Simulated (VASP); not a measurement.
TaS2:

```
CELL_PARAMETERS angstrom
3.35000 0.00000 0.00000
-1.67500 2.90119 0.00000
0.00000 0.00000 5.86000
ATOMIC_POSITIONS crystal
Ta 0.00000 0.00000 0.00000
S 0.66667 0.33333 0.75000
S 0.33333 0.66667 0.25000
```

* Program: VASP 6.6.1
* Task: relaxation of cell and atoms
* Functional: PBE
* Dispersion: D3
* Potentials or basis: VASP PAW PBE potentials, release 64 (Ta_pv, S)
* Cutoff: 600 eV
* k mesh: 9 × 9 × 5
* Occupations: fermi-dirac, width 0.05 eV
* Spin: no spin polarisation

At the start: pressure 7.2 GPa; volume 18.98 Å³/atom.

Task: Where does the relaxation end?

Result: Over 18 steps the energy falls by 31.2 meV/atom and the volume is 19.26 Å³/atom (+1.5 %); space group P-3m1 (No. 164, to 0.05 Å).

Step by step:
```
step  energy change (eV)  largest force (eV/Å)  pressure (GPa)  volume (Å³)
   1              0.0000                1.2762            7.18        56.95
   2              0.1805                1.5720          -11.70        64.24
   3             -0.0844                0.1086           -0.97        59.44
   4             -0.0845                0.1466           -0.71        59.34
   5             -0.0914                0.0626           -0.33        58.86
   6             -0.0922                0.0238           -0.16        58.65
   7             -0.0922                0.0215           -0.15        58.63
   8             -0.0924                0.0555            0.11        58.47
   9             -0.0924                0.0684            0.21        58.41
  10             -0.0925                0.0655            0.20        58.39
  11             -0.0928                0.0573            0.15        58.32
  12             -0.0932                0.0409            0.06        58.19
  13             -0.0935                0.0084           -0.11        57.92
  14             -0.0935                0.0117           -0.09        57.95
  15             -0.0936                0.0110           -0.02        57.86
  16             -0.0936                0.0105            0.04        57.79
  17             -0.0936                0.0103            0.05        57.78
  18             -0.0936                0.0082           -0.04        57.79
```

Final structure:
```xyz
3
Lattice="3.3542 0.0000 0.0000 -1.6771 2.9048 0.0000 0.0000 0.0000 5.9318" Properties=species:S:1:pos:R:3 pbc="T T T"
Ta    0.0000    0.0000    0.0000
S     1.6771    0.9683    4.3928
S     0.0000    1.9365    1.5390
```
